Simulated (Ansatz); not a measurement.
Energy ranking of Si5Ge2 structures

Level of theory: DFT PBE, scalar-relativistic, plane waves, PAW (Ansatz 0.2.0). All cells share a 420 eV cutoff and Γ-centred k meshes spaced at most about 0.3 Å⁻¹ (about 0.25 or finer for metals, 2π included). No spin polarisation.

Energies over the elements count from the elements' standard structures at the same level, with no fitted energy shifts.

These are static total energies at zero pressure. Only the structures computed here compete, so a lower one can exist. The k mesh leaves some 4 meV/atom of noise in the energy of each metallic cell. Kohn–Sham gaps at this level usually fall short of measured ones.

Invented guesses were relaxed alike, and ends that match in structure were merged. ΔE counts from the first row. Coordination counts Si atoms around Ge (those within 1.25 times the shortest such distance or 1.15 times the sum of covalent radii; a plus sign parts nearer from farther groups). The ends were matched against large subsets of the Crystallography Open Database and the Materials Project, so a missing match doesn't prove that a structure is unreported.

| # | reached from | type and space group | atoms | Å³/atom | coordination | ΔE (meV/atom) | gap on mesh (eV) | in databases |
| --- | --- | --- | --- | --- | --- | --- | --- | --- |
| 1 | random cell | R32 (No. 155) | 7 | 23.3 | Ge 4 | 0 | 0.72 | no match |
| 2 | random cell | P4mm (No. 99) | 7 | 17.6 | Ge 3 | 191 | 0.00 | no match |
| 3 | Rb2Te5 type (C2/m) | C2/m (No. 12) | 7 | 17.2 | Ge 1+6 | 199 | 0.00 | no match |

The lowest: Space group R32 (No. 155), trigonal, a = 6.578 Å, c = 13.080 Å. Si on a site of symmetry 3 is surrounded by 3 Si at 2.37 Å, 1 Ge at 2.43 Å and 1 Si at 2.99 Å; Si on a site of symmetry 2 is surrounded by 2 Si at 2.37 Å and 2 Ge at 2.43 Å; around Ge lie 4 Si at 2.43 Å. Its energy over the elements is +0.192 eV/atom. It can't be a ground state, since the elements alone are lower. An observed structure of this formula, if there is one, may be missing.

```cif
data_structure
_symmetry_space_group_name_H-M 'R32:H'
_symmetry_Int_Tables_number 155
_cell_length_a 6.5783
_cell_length_b 6.5783
_cell_length_c 13.0803
_cell_angle_alpha 90.000
_cell_angle_beta 90.000
_cell_angle_gamma 120.000
_cell_volume 490.20
loop_
_atom_site_label
_atom_site_type_symbol
_atom_site_symmetry_multiplicity
_atom_site_Wyckoff_symbol
_atom_site_fract_x
_atom_site_fract_y
_atom_site_fract_z
_atom_site_occupancy
Si1 Si 6 c 0.33333 0.66667 0.78100 1
Si2 Si 9 d 0.71964 0.71964 0.00000 1
Ge1 Ge 6 c 0.33333 0.66667 0.36639 1
```

The second: Space group P4mm (No. 99), tetragonal, a = 3.708 Å, c = 8.952 Å. Si on a site of symmetry 2mm is surrounded by 1 Si at 2.45 Å, 4 Si at 2.62 Å and 1 Ge at 2.63 Å; around Si on a second site of symmetry 2mm lie 7 Si at 2.45–2.62 Å; Si on a site of symmetry 4mm has 4 Si at 2.54 Å and 4 Ge at 2.83 Å; Ge has 4 Ge at 2.62 Å, 1 Si at 2.63 Å and 2 Si at 2.83 Å. Counting Si atoms around Ge, the first has Ge 4 and the second has Ge 3. Cells relaxed within their symmetry can be saddle points. Some types were kept out of the candidates beforehand, so the set may lack a known form.
